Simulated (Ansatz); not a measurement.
Crystal: CuO.

```xyz
4
Lattice="0.0000 -2.1166 -2.1166 -2.1166 0.0000 -2.1166 2.1166 2.1166 -4.2331" Properties=species:S:1:pos:R:3 pbc="T T T"
Cu    0.0233   -0.0336   -4.1419
Cu    0.0233    2.0829   -6.2584
O    -0.0233    0.0336   -6.4409
O    -0.0233    0.0336   -2.2078
```

The cell comes from a database or a generator and needn't be the stable form of this composition.

Base run:

```yaml
Program: Ansatz 0.2.0
Functional: PBE
Potentials_or_basis: Ansatz PAW
Cutoff: 250 eV
Density_cutoff: 1000 eV
k_mesh: 10 × 10 × 6
Occupations: fermi-dirac, width 0.05 eV
Spin: no spin polarisation
```

Its results: band gap on the k mesh none (metal or under the smearing width); pressure 3.4 GPa; largest force 1.077 eV/Å.

Problem. The run is repeated on the same cell with these changes: cutoff from 250 eV to 420 eV (not typed: the program's choice for these potentials); k mesh from 10 × 10 × 6 to 8 × 8 × 4. What comes out?

Solution. Band gap on the k mesh none (metal or under the smearing width); pressure 5.6 GPa; largest force 1.236 eV/Å.

Caveats: the run has no spin polarisation, though such a crystal can be magnetic; semilocal functionals often make such compounds metallic where correlation or magnetic order opens a gap, which also shifts bond lengths; forces of over 1 eV/Å show positions far from the minimum, so gaps and moduli don't describe the material at rest; the pressure holds a Pulay correction of +199.5 GPa for the finite cutoff (some runs); the cutoff lies under the one recommended for these potentials (some runs).
